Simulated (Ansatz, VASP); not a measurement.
One calculation of LiCl, two programs

```
Li Cl
1.0
     0.00000    2.75782    2.75782
     2.75782    0.00000    2.75782
     2.75782    2.75782    0.00000
Li Cl
1 1
Direct
  0.75000 0.75000 0.75000
  0.50000 0.50000 0.50000
```

Alike in both runs: functional PBE; k mesh 8 × 8 × 8; occupations gaussian, width 0.02 eV; no spin polarisation.

Ansatz relaxed the structure, and its values are those at the end. VASP's run is a single point on that final structure, the one shown.

```csv
,VASP,Ansatz
version,VASP 6.6.1,Ansatz 0.2.0
potentials or method,"VASP PAW PBE potentials, release 64 (Li_sv, Cl)","scalar-relativistic, plane waves, PAW"
plane-wave cutoff (eV),520,420
valence electrons in the cell,10,10
```

|  | VASP | Ansatz | Ansatz less VASP |
| --- | --- | --- | --- |
| gap on the k mesh at the Fermi level (eV) | 5.96 | 5.96 | -0.005 |
| least direct gap on the mesh (eV) | 5.96 | 5.96 | -0.005 |

 Expect the measured gap to be larger: semilocal functionals such as PBE lack the derivative discontinuity. A k mesh can miss the band edges.
